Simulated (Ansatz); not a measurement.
Rocksalt KCl, relaxed with r2SCAN in the plane-wave code Ansatz. The symmetry is Fm-3m (No. 225, cubic); conventional cell a = 6.290 Å, 31.10 Å³ an atom. K is surrounded by 6 Cl at 3.14 Å; Cl is surrounded by 6 K at 3.14 Å.

The axes x, y and z are those of this cell:
```xyz
2
Lattice="0.0000 3.1448 3.1448 3.1448 0.0000 3.1448 3.1448 3.1448 0.0000" Properties=species:S:1:pos:R:3 pbc="T T T"
K     0.0000    0.0000    0.0000
Cl    3.1448    3.1448    3.1448
```

Unstrained: With PBE the gap is 5.194 eV and direct, at Γ. With r2SCAN the gap is 5.831 eV and direct, at Γ. The HSE06 gap is direct at Γ: 6.505 eV. Meshes: PBE 8×8×8, r2SCAN 8×8×8, HSE06 6×6×6. Strains are changes of length per length, and xy shears are angles. After each strain the atoms were relaxed again with r2SCAN within the symmetry that the strain leaves, so tilts or polar shifts that break it weren't tested; points keep the names that they have in the unstrained zone. Calculated for a static, non-magnetic cell.

Task: Estimate what xy shear, engineering strain (angle) +2.34 % does to the gap.

Result: PBE: the gap goes from 5.194 to 5.170 eV (-0.024 eV); with r2SCAN the top three valence levels at Γ, degenerate before, become 1+1+1 from the top over 45 meV. r2SCAN: the gap goes from 5.831 to 5.806 eV (-0.025 eV). HSE06: the gap goes from 6.505 to 6.480 eV (-0.025 eV). The r2SCAN energy rises by 0.3 meV an atom.

Task: For epitaxial -5.91 % in the xy plane, how far does the free direction move, and what happens to the gap?

Result: The normal strain at zero normal stress is +1.76 %, 0.30 of the in-plane strain with the sign turned. PBE: the gap goes from 5.194 to 5.503 eV (+0.309 eV); with r2SCAN the top three valence levels at Γ, degenerate before, become 2+1 from the top over 101 meV. r2SCAN: the gap goes from 5.831 to 6.140 eV (+0.309 eV). HSE06: the gap goes from 6.505 to 6.840 eV (+0.335 eV).

Task: Estimate what uniaxial -3.16 % along x, other directions held does to the gap.

Result: PBE: the gap goes from 5.194 to 5.284 eV (+0.090 eV); with r2SCAN the top three valence levels at Γ, degenerate before, become 1+2 from the top over 32 meV. r2SCAN: the gap goes from 5.831 to 5.920 eV (+0.089 eV). HSE06: the gap goes from 6.505 to 6.604 eV (+0.099 eV). The r2SCAN energy rises by 5.4 meV an atom.

The meshes of the hybrids are coarse, so their gaps aren't converged to the digits shown.

The splittings at Γ are without spin-orbit coupling, which regroups them where it is of like size or larger.
